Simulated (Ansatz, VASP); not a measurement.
**Two plane-wave programs on SiC (Moissanite)**

File INCAR:

```
PREC = Accurate ; ENCUT = 600
EDIFF = 1E-6 ; ISMEAR = -1
SIGMA = 0.05 ; LREAL = False
LASPH = True ; NELM = 100
ALGO = Normal ; ISIF = 3
LWAVE = False ; LCHARG = False
GGA = PS ; IVDW = 13
IBRION = 2 ; NSW = 60
EDIFFG = -0.01
```

The input KPOINTS:

```
regular mesh
0
Gamma
  10 10 5
```

File POSCAR:

```
SiC
1.0
    3.0760000000      0.0000000000      0.0000000000
   -1.5380000000      2.6638941420      0.0000000000
    0.0000000000      0.0000000000      5.0480000000
Si C
2 2
Direct
    0.6666666667      0.3333333333      0.5000000000
    0.3333333333      0.6666666667      0.0000000000
    0.6666666667      0.3333333333      0.8850000000
    0.3333333333      0.6666666667      0.3850000000
```

Contents of input.yaml:

```yaml
crystal:
  lattice:
    - [3.076, 0.0, 0.0]
    - [-1.538, 2.663894142, 0.0]
    - [0.0, 0.0, 5.048]
  atoms:
    - { symbol: Si, position: [0.6666666667, 0.3333333333, 0.5] }
    - { symbol: Si, position: [0.3333333333, 0.6666666667, 0.0] }
    - { symbol: C, position: [0.6666666667, 0.3333333333, 0.885] }
    - { symbol: C, position: [0.3333333333, 0.6666666667, 0.385] }
hamiltonian:
  xc: pbesol
  pseudopotentials: { kind: paw }
  dispersion: d4
kpoints:
  mp_grid: { grid: [10, 10, 5] }
scf:
  occupations: { method: fermi_dirac, width: 0.05 }
output:
  forces: true
  stress: true
relax:
  f_tol: 0.01
  max_steps: 40
  cell: { stress_tol: 0.05 }
```

Alike in both runs: task relaxation of cell and atoms; functional PBEsol; dispersion D4; k mesh 10 × 10 × 5; occupations fermi-dirac, width 0.05 eV; no spin polarisation.

|  | VASP | Ansatz |
| --- | --- | --- |
| version | VASP 6.6.1 | Ansatz 0.2.0 |
| potentials or method | VASP PAW PBE potentials, release 64 (Si, C) | Ansatz PAW |
| plane-wave cutoff (eV) | 600 | 420 |
| valence electrons in the cell | 16 | 16 |

```csv
,VASP,Ansatz,Ansatz less VASP
relaxed volume (Å³/atom),10.24,10.23,-0.008
relaxed cell length with the largest relative difference (Å),5.031,5.029,-0.0014
energy change over the relaxation (meV/atom),-10,-10,-0.1
```

Caveats: the PAW data sets were made with another functional, which shifts forces and pressure a little (VASP); the plane-wave basis is chosen anew once the cell has moved, so the energies of steps on either side of that aren't comparable (Ansatz); the PAW data sets come from PBE, with cores solved anew for the run's functional, which leaves a small shift of forces and pressure (Ansatz). A k mesh can miss the band edges.
